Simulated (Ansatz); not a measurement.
Ga:

```
CELL_PARAMETERS angstrom
-1.38440 1.38440 2.31122
1.38440 -1.38440 2.31122
1.38440 1.38440 -2.31122
ATOMIC_POSITIONS crystal
Ga 0.00000 0.00000 0.00000
```

This isn't the form of Ga at room conditions, which is orthorhombic.

| Item | Value |
| --- | --- |
| Program | Ansatz 0.2.0 |
| Task | relaxation of cell and atoms |
| Functional | revPBE |
| Dispersion | D4 |
| Potentials or basis | Ansatz PAW |
| Cutoff | 420 eV (not typed: the program's choice for these potentials) |
| k mesh | 13 × 13 × 13 |
| Occupations | fermi-dirac, width 0.05 eV |
| Spin | no spin polarisation |

At the start: volume 17.72 Å³/atom.

**Question.** How do energy, volume and symmetry change on relaxing?

**Answer.** It ends after 7 steps and the volume is 17.06 Å³/atom (-3.7 %); space group I4/mmm (No. 139, to 0.05 Å).

The path:
| step | energy change (eV) | largest force (eV/Å) | volume (Å³) |
| --- | --- | --- | --- |
| 1 | 0.0000 | 0.0000 | 17.72 |
| 2 | -0.0050 | 0.0000 | 17.01 |
| 3 | -0.0055 | 0.0000 | 17.03 |
| 4 | -0.0057 | 0.0000 | 17.08 |
| 5 | -0.0058 | 0.0000 | 17.07 |
| 6 | -0.0058 | 0.0000 | 17.06 |
| 7 | -0.0056 | 0.0000 | 17.06 |

Final structure:
```
Ga
1.0
    -1.38193    1.38193    2.23286
     1.38193   -1.38193    2.23286
     1.38193    1.38193   -2.23286
Ga
1
Direct
  0.00000 0.00000 0.00000
```

Caveat: the plane-wave basis is chosen anew once the cell has moved, so the energies of steps on either side of that aren't comparable; pairwise dispersion overbinds metals, which lowers pressure and volume; the PAW data sets come from PBE, with cores solved anew for the run's functional, which leaves a small shift of forces and pressure.
